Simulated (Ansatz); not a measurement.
The structure comes from a relaxation in the same program, started in the wurtzite type, and has space group P6_3/mmc. Whether it is a known phase or the ground state wasn't checked. The relaxation left the symmetry of that type.

An input for KI and the output that it gave: DFT, PBE, all-electron PAW with datasets made for the crystal, scalar-relativistic (Ansatz 0.2.0).

Command: `ansatz run input.yaml --threads 1 --pin off --max-ram 3072MiB --backend cpu --events-out ev --progress --plain --runs-dir out` The run took about 24 s on 1 thread of a shared machine.

```yaml
crystal:
  lattice:
    - [6.0861433935, 0.0, 0.0]
    - [-3.0430716968, 5.2707547898, 0.0]
    - [0.0, 0.0, 7.1187877264]
  atoms:
    - { symbol: K, position: [0.3333333333, 0.6666666667, -0.0620062688] }
    - { symbol: K, position: [0.6666666667, 0.3333333333, 0.4379937312] }
    - { symbol: I, position: [0.3333333333, 0.6666666667, 0.4380062688] }
    - { symbol: I, position: [0.6666666667, 0.3333333333, 0.9380062688] }
kpoints:
  mp_grid: { grid: [8, 8, 5] }
  band_path:
    path:
      - [0.0, 0.0, 0.0]
      - [0.5, 0.0, 0.0]
      - [0.3333333333, 0.3333333333, 0.0]
      - [0.0, 0.0, 0.0]
      - [0.0, 0.0, 0.5]
      - [0.5, 0.0, 0.5]
      - [0.3333333333, 0.3333333333, 0.5]
      - [0.0, 0.0, 0.5]
      - [0.5, 0.0, 0.5]
    npoints: 8
scf:
  occupations: { method: fermi_dirac, width: 0.05 }
hamiltonian:
  xc: pbe
  pseudopotentials: { kind: all_electron, datasets: crystal }
output:
  forces: true
  stress: true
  eigenvalues: true
  efg: { contact_densities: true }
```

What the program printed:

```
Warning: the atoms were moved onto the symmetric positions of the space group found under crystal.symmetry.tolerance 1.0e-5 (fractional; no operation is sought that the atoms, as they stand in a round, miss by more than twice it, and no atom is moved by as much as it), and the run uses the moved positions. Before a round's move an operation carried an atom to 8.93e-5 Å from where it should land, the largest such distance. Atom 0 (counting from 0) moved farthest, by 4.46e-5 Å; the longest move in fractions of the cell, of whichever atom, is 0.62 of the tolerance, in 1 round. To run the atoms as typed, lower crystal.symmetry.tolerance until the operations that they miss are no longer found, or set crystal.symmetry.detect: false (a key that needs symmetry detection or time reversal refuses this as the deck is read). The positions used, in the order of the run's atom list: position: [0.3333333333333333, 0.6666666666666666, -0.061999999999999965]; position: [0.6666666666666666, 0.3333333333333333, 0.438]; position: [0.3333333333333333, 0.6666666666666666, 0.438]; position: [0.6666666666666666, 0.3333333333333333, 0.938]; The lattice was moved too: crystal.lattice keeps the space group found at crystal.symmetry.tolerance 1.0e-5 only nearly: the operation that it misses by the most changes a squared length by the fraction 2.45e-11. The run uses the lattice that is a stretch of the typed one, with no rotation, onto the one that keeps every operation to a double's rounding (on a very oblique basis the stretch itself rounds by more); the deck's lattice vector that moved farthest moved by 3.92e-11 Å. To run the lattice as typed, set crystal.symmetry.detect: false, as for the atoms. crystal.lattice made exact, in Å and degrees: [[6.086143393473539, 2.886722581272643e-11, 0.0], [-3.0430716967617695, 5.270754789808482, 0.0], [0.0, 0.0, 7.1187877264]]. Pasted over the deck's crystal.lattice, beside positions in fractional coordinates, it runs the same cell (given as lengths and angles, that cell in the form's own orientation, a rigid turn of the misfit's size from the one run here, for which a checkpoint.post_process_only pass over this run's state can be refused: where this run relaxes nothing, give such a pass this deck's own crystal.lattice, as typed; behind a relaxation, as crystal.lattice, the state's own cell, identity.cell in its checkpoint.json), and a matrix so pasted ends this notice, except on a very skew basis of the lattice, where the rounding of the pasted numbers themselves can read as a misfit: the cell is then moved again, and that move is told again. The lattice as run is in this notice's lattice.as_run_ang field (Run.prep()["deck_notices"] in Python, the deck_notice line of an events file, deck_notices of ansatz run --dry-run=json, or deck_notices in record.json in the deck's checkpoint.write directory).
hamiltonian.pseudopotentials.datasets: crystal makes datasets for this crystal and solves the spheres of its atoms anew in each pass: cutoff 200.0 eV, the density's 800.0 eV; for an error of 0.50 meV an atom under PBE, 2.0 meV for the cell; an energy difference from a run of another recipe may be off by several times the error for the cell, under r2SCAN by more, where some 0.1 meV an atom stays at smaller errors; K in spheres of 1.376 Å, 9 of its electrons in bands; I in spheres of 1.376 Å, 7 of its electrons in bands, 10 on its site; only band paths and densities of states list, in semicore columns, the levels of the semicore shells that are solved separately: 4d of I
I: output.efg is read without spin–orbit coupling, which moves field gradients at and beside such atoms by some per cent and up to a factor of two; PAW files take it under magnetization.noncollinear and magnetization.spin_orbit
Engine: ansatz 0.2.0
Pseudopotentials: kind: all_electron
Pseudopotential: K, paw, valence charge 9, recommended cutoff 200 eV (normal), Koelling and Harmon's equation, gaussian nucleus
Pseudopotential: I, paw, valence charge 17, recommended cutoff 200 eV (normal), Koelling and Harmon's equation, gaussian nucleus
Functional definition: PBE
  parameter kappa = 0.804
  parameter beta = 0.06672455060314922
  exchange = pbe_x(kappa = kappa, mu = beta*pi^2/3)
  correlation = pbe_c(beta = beta)
Crystal: 4 atoms, lattice volume = 228.361 Å³
Basis set: ecut = 200 eV, 1463 PW (Γ), exchange–correlation on 60×60×72 points (8 copies of the dense FFT grid, shifted against one another)
Bands: 20, of which v1, the nominal top of the filled ones, is band 16 counted from 1 (15 counted from 0)
Symmetry: 24 space group operations
Space group: P63/mmc (ITA 194), of the structure as read, at distance tolerance 6.1e-5 Å
k-points: 30 of 320
Non-local potential: K, projectors of the file, l = 0: 2, l = 1: 3, l = 2: 2
Non-local potential: I, projectors of the file, l = 0: 1, l = 1: 1
PAW form: soft (Blöchl's): semilocal exchange-correlation on the pseudo side does not see the compensation charge
PAW one-centre angular grid: K, 110 points (default); XC on its mesh's 1971 points in the sphere
PAW one-centre angular grid: I, 110 points (default); XC on its mesh's 1859 points in the sphere
Initial density: superposition of atomic densities (neutral atoms: chi_scale 0, normalization atom)
Initial wavefunctions: pseudopotential atomic-orbital guess
Functional: x = pbe(κ = 0.804, μ = 0.2195149727645171), c = pbe(β = 0.06672455060314922)
iter 1 solved again at ethr=4.38e-3 eV; its pass at ethr=1.00e-1 eV (dr2=1.40e0 eV) is discarded
SCF iter   1: F=—  HF=-420059.174932 eV  |F-HF|=—  |Δ(HF+E_count)|=         —  Δρ=1.28e-2  dr2=1.25e0  ethr=4.38e-3  ⟨swp⟩=9.1  Hψ=3658  notcnv=0
preconditioner: auto → Resta (q_TF=auto, 1.966 Å⁻¹)  ε∞=2.1  [insulator: Δε(μ)=4.215 eV  Ē_g=12.682 eV  σ=0.050 eV  W_gap=1.00  n_scr=22 (ndim 8)  ℏωp=13.0 eV  f_vac=0.081  D(μ)=0.00/eV (n_scr^D=0)  ε∞_Penn≈2.1]
SCF iter   2: F=—  HF=-420058.834029 eV  |F-HF|=—  |Δ(HF+E_count)|=   3.41e-1  Δρ=5.56e-3  dr2=2.17e-1  ethr=3.90e-3  ⟨swp⟩=3.1  Hψ=1462  notcnv=0  defer=1
SCF iter   3: F=—  HF=-420058.831448 eV  |F-HF|=—  |Δ(HF+E_count)|=   2.58e-3  Δρ=2.31e-3  dr2=2.31e-2  ethr=6.79e-4  ⟨swp⟩=4.5  Hψ=1812  notcnv=0  defer=12
iter 4 solved again at ethr=1.60e-6 eV; its pass at ethr=7.21e-5 eV (dr2=5.12e-4 eV) is discarded
SCF iter   4: F=—  HF=-420058.852004 eV  |F-HF|=—  |Δ(HF+E_count)|=   2.06e-2  Δρ=3.11e-4  dr2=5.40e-4  ethr=1.60e-6  ⟨swp⟩=3.3  Hψ=2973  notcnv=0  defer=6
SCF iter   5: F=—  HF=-420058.852982 eV  |F-HF|=—  |Δ(HF+E_count)|=   9.78e-4  Δρ=1.07e-4  dr2=8.65e-5  ethr=1.60e-6  ⟨swp⟩=3.2  Hψ=1290  notcnv=0  defer=4
SCF iter   6: F=—  HF=-420058.853641 eV  |F-HF|=—  |Δ(HF+E_count)|=   6.59e-4  Δρ=3.35e-5  dr2=3.34e-6  ethr=2.70e-7  ⟨swp⟩=3.2  Hψ=1408  notcnv=0  defer=2
SCF iter   7: F=—  HF=-420058.853642 eV  |F-HF|=—  |Δ(HF+E_count)|=   5.62e-7  Δρ=1.04e-5  dr2=2.87e-7  ethr=1.04e-8  ⟨swp⟩=3.1  Hψ=1471  notcnv=0  defer=2
SCF iter   8: F=—  HF=-420058.853642 eV  |F-HF|=—  |Δ(HF+E_count)|=   1.70e-7  Δρ=1.97e-6  dr2=1.17e-8  ethr=8.98e-10  ⟨swp⟩=3.1  Hψ=1447  notcnv=0  defer=2
SCF iter   9: F=—  HF=-420058.853660 eV  |F-HF|=—  |Δ(HF+E_count)|=   1.81e-5  Δρ=7.14e-6  dr2=2.70e-8  ethr=3.66e-11  ⟨swp⟩=4.3  Hψ=1999  notcnv=0  defer=2
SCF iter  10: F=-420058.853660 eV  HF=-420058.853660 eV  |F-HF|=6.98e-10  |Δ(HF+E_count)|=   2.09e-7  Δρ=1.46e-6  dr2=5.30e-9  ethr=3.66e-11  ⟨swp⟩=4.1  Hψ=1667  notcnv=0  defer=2
SCF 1 converged in 10 iterations: F = -420058.853660 eV  dr2 = 5.30e-9
  Residual-converged pass: ⟨swp⟩=2.0  Hψ=848  notcnv=0  max |occ|·‖R‖ = 6.5e-6 eV (tolerance 6.7e-6 eV)  dr2=5.37e-9  dr2_onsite=9.57e-9  max |Δocc| = 2.7e-22
  greatest PAW one-centre occupation: 0.986 electrons in one spin orbital (limit 2), on the K atom at site 1 (counted from 0), in its partial waves of l = 0
NSCF: frozen V_eff on 65 k-points
SCF converged after 10 iterations
Free energy (F): -420058.853660 eV
Harris-Foulkes:  -420058.853660 eV  (|F-HF|=6.98e-10)
Internal energy: -420058.853660 eV  (E = F + TS)
E sigma→0 (E₀):  -420058.853660 eV
Past the cutoff: the bands carry plane waves up to 1.75 times it, of which those up to 1.5 times it add -0.000080 eV an atom, each by itself; the spheres take 0.000151 eV an atom off the energy for waves past 1.75 times it
By the cutoff:   a pressure is off by up to 0.005 GPa (1.2 times the spheres' own share and the shells' term, over an atom's volume, and 0.004 GPa: a bound that held against runs at twice the plane waves)
Past the cutoffs: a stress includes 0.0010 GPa for waves and charges beyond them, in addition to the slope of what the spheres take
In the spheres:  the bands' charges fall short by 1.0e-6 e at most (sound up to 1e-3), those of shells solved beside the bands by 1.8e-7 e (sound up to 5e-4)
Fermi energy:    3.116671 eV
--- Per-component energies (eV) ---
  The terms above E_closure are by the made datasets' own strengths, without shells solved beside the bands.
--- Forces (eV/Å), atoms counted from 1 ---
  atom   1  K      0.00000000    -0.00000000     0.00000000
  atom   2  K     -0.00000000     0.00000000     0.00000000
  atom   3  I     -0.00000000    -0.00000000     0.00000000
  atom   4  I     -0.00000000     0.00000000     0.00000000
  max |Σ_I F_I| component: 4.05e-18 eV/Å
--- Stress (GPa, compression-positive) ---
        0.017916       0.000000       0.000000
        0.000000       0.017916       0.000000
        0.000000       0.000000       0.001179
  P = ⅓ Tr σ = 0.0123 GPa (0.123 kbar)
  It holds what live shells' own plane waves past their cutoff add
--- PAW observables at the nuclei: V_zz in 10²¹ V/m², potentials from the cell's mean, atoms counted from 1 ---
  atom   1  K  V_zz =    -0.353133   η = 0.0000   by run symmetry: allowed
            electrostatic potential = -2060.789760 V   contact ρ = 34807.493860 e/Å³
  atom   2  K  V_zz =    -0.353133   η = 0.0000   by run symmetry: allowed
            electrostatic potential = -2060.789760 V   contact ρ = 34807.493860 e/Å³
  atom   3  I  V_zz =    +0.831362   η = 0.0000   by run symmetry: allowed
            electrostatic potential = -8882.714782 V   contact ρ = 1603722.934235 e/Å³
  atom   4  I  V_zz =    +0.831362   η = 0.0000   by run symmetry: allowed
            electrostatic potential = -8882.714782 V   contact ρ = 1603722.934235 e/Å³
--- Band table (eV; the first three rows and the last of 30) ---
  k-point 0: bands = ["-27.5014", "-27.4994", "-11.0093", "-11.0073", "-11.0073", "-10.9941", "-10.9941", "-10.9764", "-9.1903", "-9.0818", "0.3895", "0.6624", "0.6624", "0.9075", "0.9075", "1.1746", "4.9287", "6.9028"]
  k-point 1: bands = ["-27.5012", "-27.4996", "-11.0145", "-11.0060", "-11.0060", "-10.9954", "-10.9954", "-10.9884", "-9.1633", "-9.0757", "0.3842", "0.6812", "0.6812", "0.8787", "0.8787", "0.9906", "5.1867", "6.8276"]
  k-point 2: bands = ["-27.5007", "-27.5001", "-11.0199", "-11.0102", "-11.0027", "-11.0027", "-10.9986", "-10.9986", "-9.1096", "-9.0762", "0.4393", "0.6565", "0.7344", "0.7344", "0.8094", "0.8094", "5.7552", "6.3835"]
  k-point 29: bands = ["-27.5003", "-27.5002", "-11.0703", "-11.0694", "-11.0071", "-11.0014", "-10.9820", "-10.9807", "-9.0307", "-9.0261", "0.2394", "0.2630", "0.6407", "0.7967", "0.9478", "0.9794", "6.6994", "6.8171"]
```
